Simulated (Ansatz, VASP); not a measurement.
**Two plane-wave programs on Pd**

```
Pd
1.0
     5.50129    0.00000    0.00000
     2.75065    4.76426    0.00000
     0.00000    0.00000   25.73768
Pd
16
Direct
  0.00000 0.00000 0.36911
  0.50000 0.00000 0.36911
  0.00000 0.50000 0.36911
  0.50000 0.50000 0.36911
  0.16667 0.16667 0.45637
  0.66667 0.16667 0.45637
  0.16667 0.66667 0.45637
  0.66667 0.66667 0.45637
  0.83333 0.33333 0.54371
  0.33333 0.33333 0.54371
  0.83333 0.83333 0.54371
  0.33333 0.83333 0.54371
  0.00000 0.00000 0.63218
  0.50000 0.00000 0.63218
  0.00000 0.50000 0.63218
  0.50000 0.50000 0.63218
```

Alike in both runs: functional PBE; dispersion D3(BJ); k mesh 5 × 5 × 1; occupations gaussian, width 0.1 eV; no spin polarisation.

Ansatz relaxed the structure, and its values are those at the end. VASP's run is a single point on that final structure, the one shown.

```csv
,VASP,Ansatz
version,VASP 6.6.1,Ansatz 0.2.0
potentials or method,"VASP PAW PBE potentials, release 64 (Pd)","scalar-relativistic, plane waves, PAW"
plane-wave cutoff (eV),520,420
valence electrons in the cell,160,288
```

|  | VASP | Ansatz | Ansatz less VASP |
| --- | --- | --- | --- |
| gap on the k mesh at the Fermi level (eV) | none | none | - |
| rms of the force components (eV/Å) | 0.067 | 0.071 | +0.0036 |
| dispersion energy (meV/atom) | -499.0 | -499.0 | -0.06 |

A gap of «none» marks a metal or a gap that the smearing closes. With one functional, cell and mesh, what is left measures potentials, basis and numerics. The two sets of potentials don't hold the same shells in valence. Ansatz warned: «xc_potential_rough_in_thin_density».
